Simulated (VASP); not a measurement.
# BP: convergence, elastic tensor

BP, F-43m (no. 216), 2 atoms in the cell. PBEsol, elastic tensor by finite differences; PAW potentials P, B (PBE set). VASP 6.6.1.

Wanted: elastic constants within 1.5 %.

Geometry: relaxed with this functional.

Elastic constants: the values given are C11, C12, C44.

POSCAR:
```
BP
1.0
    0.0000000000      2.2605153752      2.2605153752
    2.2605153752      0.0000000000      2.2605153752
    2.2605153752      2.2605153752      0.0000000000
P B
1 1
Direct
    0.7500000000      0.7500000000      0.7500000000
    0.0000000000      0.0000000000      0.0000000000
```

The series start from Plane-wave cutoff (eV): 480; k mesh: 9x9x9; SCF threshold (eV): 1e-7; Precision mode: Accurate; Displacements: NFREE 2, POTIM 0.015; Projectors in real space: False. Each series keeps the choices made before it, and each single choice may use up half of a tolerance.

## Plane-wave cutoff (eV)

| Plane-wave cutoff (eV) | Elastic constants, largest deviation against the largest value | Time (s) |
|---|---|---|
| 320 | 2.1 % | 67 |
| 370 | 0.62 % | 68 |
| 420 | 0.046 % | 73 |
| 480 | 0.16 % | 86 |
| 580 | 0.02 % | 182 |
| 700 (reference) | 0 % | 178 |

Chosen: 370, the loosest value from which every tighter one stays within half of the tolerance.

## k mesh

| k mesh | Elastic constants, largest deviation against the largest value | Time (s) |
|---|---|---|
| 4x4x4 | 1.3 % | 19 |
| 6x6x6 | 0.4 % | 30 |
| 7x7x7 | 0.19 % | 38 |
| 9x9x9 | 0.052 % | 68 |
| 11x11x11 | 0.014 % | 110 |
| 15x15x15 (reference) | 0 % | 240 |

Chosen: 6x6x6.

## SCF threshold (eV)

| SCF threshold (eV) | Elastic constants, largest deviation against the largest value | Time (s) |
|---|---|---|
| 0.0001 | 1.3 % | 24 |
| 1e-5 | 0.12 % | 28 |
| 1e-6 | 0.063 % | 31 |
| 1e-7 | 0.035 % | 30 |
| 1e-8 (reference) | 0 % | 37 |

Chosen: 1e-5.

## Precision mode

| Precision mode | Elastic constants, largest deviation against the largest value | SCF iterations | Time (s) |
|---|---|---|---|
| Accurate | 0 % | 96 | 28 |
| Normal | 0 % | 96 | 15 |
| Single | 0.035 % | 96 | 22 |

Chosen: Normal, the fastest of those that stay within half of the tolerance.

## Displacements

| Displacements | Elastic constants, largest deviation against the largest value | Time (s) |
|---|---|---|
| NFREE 2, POTIM 0.015 | 0 % | 15 |
| NFREE 4 | 0.26 % | 26 |
| NFREE 1 | 0.88 % | 7.1 |
| POTIM 0.005 | crashed | 6.7 |
| POTIM 0.03 | 0.19 % | 15 |

Chosen: NFREE 2, POTIM 0.015; no other choice that stays within half of the tolerance saves 30 % of the time.

VASP's message at the runs that stop: IBZKPT: not all point group operations associated with the symmetry operators of the crystalline lattice are members of the point group of the reciprocal lattice.

## Projectors in real space

| Projectors in real space | Elastic constants, largest deviation against the largest value | SCF iterations | Time (s) |
|---|---|---|---|
| False | 0 % | 96 | 15 |
| Auto | 0.072 % | 96 | 17 |

Chosen: False.

## All choices together

| Input | Elastic constants, largest deviation against the largest value | Time (s) |
|---|---|---|
| program defaults, KSPACING-like mesh of 0.5 per A (naive) | 1.7 % | 9.1 |
| chosen settings | 0.61 % | 15 |
| reference settings throughout | 0 % | 778 |

The tolerance is met.

Values of the reference run: Elastic constants: 346.2, 80.9, 188.2 GPa.

## The input

INCAR:
```
ALGO = Normal
EDIFF = 1E-5
ENCUT = 370
GGA = PS
IBRION = 6
ISIF = 3
ISMEAR = 0
KPAR = 2
LASPH = True
LCHARG = False
LREAL = False
LWAVE = False
NELM = 120
NFREE = 2
NSW = 1
POTIM = 0.015
PREC = Normal
SIGMA = 0.02
```

KPOINTS:
```
Automatic mesh
0
Gamma
  6 6 6
  0 0 0
```

Commands:
```
cat potpaw_PBE.64/P/POTCAR potpaw_PBE.64/B/POTCAR > POTCAR
mpirun -np 2 vasp_std > vasp.out
```

The chosen input took VASP 6.6.1 15 s on 2 cores (Intel Xeon Platinum 8259CL @ 2.50GHz (Skylake/Cascade Lake)), a shared host.

## An input that fails: IBRION = 8, for which VASP prints no elastic tensor

It runs to its end, but its output holds no elastic tensor.

Changes against the starting input:
```
- IBRION = 6
+ IBRION = 8
```
